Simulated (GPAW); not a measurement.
# AlNi: single point with PBEsol

Crystal: AlNi.

```
CELL_PARAMETERS angstrom
5.76200 0.00000 0.00000
0.00000 2.88100 0.00000
0.00000 0.00000 2.88100
ATOMIC_POSITIONS crystal
Ni 0.25000 0.50000 0.50000
Ni 0.75000 0.50000 0.50000
Al 0.00000 0.00000 0.00000
Al 0.50000 0.00000 0.00000
```

```yaml
Program: GPAW 26.7.0
Task: single point
Functional: PBEsol
Potentials_or_basis: PAW data sets generated in the run's folder for this functional
Cutoff: 600 eV
Basis: pw
k_mesh: 5 × 9 × 9
Occupations: fermi-dirac, width 0.05 eV
Spin: collinear spin, ferromagnetic start
Starting_moments: "[1.0, 1.0, 0.0, 0.0] μB"
```

```
Pressure               : -2.1 GPa
Band gap on the k mesh : none (metal or under the smearing width)
Net moment             : 0.00 μB per cell
```

Stress tensor (GPa, compression positive):
```
-2.34  0.00  0.00
 0.00 -1.94  0.00
 0.00  0.00 -1.94
```

Levels at points of the mesh, in eV from the Fermi level:
Spin up:
```tsv
k point	band 17	band 18	band 19	band 20	band 21	band 22
(0.00, 0.00, 0.00)	-1.60	-1.50	-0.70	5.36	5.36	5.36
```
Spin down:
```
           k point  band 17  band 18  band 19  band 20  band 21  band 22
(0.00, 0.00, 0.00)    -1.60    -1.50    -0.70     5.36     5.36     5.36
```

Wall time 2.5 min on 1 thread of Arm Neoverse V1 (shared host), peak memory 0.25 GiB.

Caveat: the stock nickel data set gives pressures a few GPa off other programs.
